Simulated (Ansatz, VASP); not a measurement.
## Two plane-wave programs on NaI

The input POSCAR:

```
NaI
1.0
    0.0000000000      3.2333908053      3.2333908053
    3.2333908053      0.0000000000      3.2333908053
    3.2333908053      3.2333908053      0.0000000000
Na I
1 1
Direct
    0.0000000000      0.0000000000      0.0000000000
    0.5000000000      0.5000000000      0.5000000000
```

Contents of INCAR.step1:

```
PREC     = Accurate       # precision mode
ENCUT    = 520            # plane-wave cutoff, eV
ISMEAR   = 0              # smearing method
SIGMA    = 0.02           # smearing width, eV
LREAL    = F              # projectors in reciprocal space
LASPH    = T              # aspherical terms in the spheres
NELM     = 60             # most SCF steps
NBANDS   = 14             # bands
GGA      = PE             # functional
ALGO     = Normal         # electronic algorithm
EDIFF    = 1E-4           # SCF threshold, eV
LWAVE    = T              # write WAVECAR
LCHARG   = F              # write CHGCAR
```

INCAR.step2

```
PREC     = Accurate       # precision mode
ENCUT    = 520            # plane-wave cutoff, eV
EDIFF    = 1E-6           # SCF threshold, eV
ISMEAR   = 0              # smearing method
SIGMA    = 0.02           # smearing width, eV
LREAL    = F              # projectors in reciprocal space
LASPH    = T              # aspherical terms in the spheres
NELM     = 60             # most SCF steps
ALGO     = Normal         # electronic algorithm
ISIF     = 2              # what is computed and relaxed
LWAVE    = F              # write WAVECAR
LCHARG   = F              # write CHGCAR
METAGGA  = R2SCAN         # meta-GGA
LMIXTAU  = T            
NBANDS   = 14             # bands
ISTART   = 1
```

Contents of KPOINTS:

```
Automatic mesh
0
Gamma
  6 6 6
```

Input for Ansatz:

```yaml
crystal:
  lattice:
    - [0.0, 3.2333908011, 3.2333908011]
    - [3.2333908011, 0.0, 3.2333908011]
    - [3.2333908011, 3.2333908011, 0.0]
  atoms:
    - { symbol: Na, position: [0.0, 0.0, 0.0] }
    - { symbol: I, position: [0.5, 0.5, 0.5] }
basis:
  ecutwfc: 500
kpoints:
  mp_grid: { grid: [6, 6, 6] }
  band_path:
    path:
      - [[0.0, 0.0, 0.0], [0.5, 0.0, 0.5], [0.625, 0.25, 0.625]]
      - [[0.375, 0.375, 0.75], [0.0, 0.0, 0.0], [0.5, 0.5, 0.5], [0.5, 0.25, 0.75], [0.5, 0.0, 0.5]]
    npoints: 14
hamiltonian:
  xc: r2scan
scf:
  occupations: { method: gaussian, width: 0.02 }
  n_extra_bands: 6
output:
  forces: true
  stress: true
  eigenvalues: true
  populations: true
  dos: { projected: true, de: 0.02, nscf_kmesh: { grid: [9, 9, 9] } }
  bader: true
  write_density: true
  write_potential: true
  elf: true
  volumetric_format: npy
```

Alike in both runs: task single point; functional r2SCAN; k mesh 6 × 6 × 6; occupations gaussian, width 0.02 eV; no spin polarisation.

|  | VASP | Ansatz |
| --- | --- | --- |
| version | VASP 6.6.1 | Ansatz 0.2.0 |
| potentials or method | VASP PAW PBE potentials, release 64 (Na_pv, I) | scalar-relativistic, plane waves, PAW |
| plane-wave cutoff (eV) | 520 | 500 |
| valence electrons in the cell | 14 | 26 |

Ansatz gave:

```
gap on the k mesh at the Fermi level (eV) : 4.44
least direct gap on the mesh (eV)         : 4.44
pressure (GPa)                            : 0.0
```

Q: Which values does VASP return?

A: gap on the k mesh at the Fermi level (eV): 4.45; least direct gap on the mesh (eV): 4.45; pressure (GPa): -0.1.

The two sets of potentials don't hold the same shells in valence.

Caveats: the PAW data sets were made with another functional, which shifts forces and pressure a little (VASP); spin-orbit coupling is left out, which moves the levels of the heavy elements. r2SCAN opens gaps a little over a GGA but as a rule still falls short of measured ones.
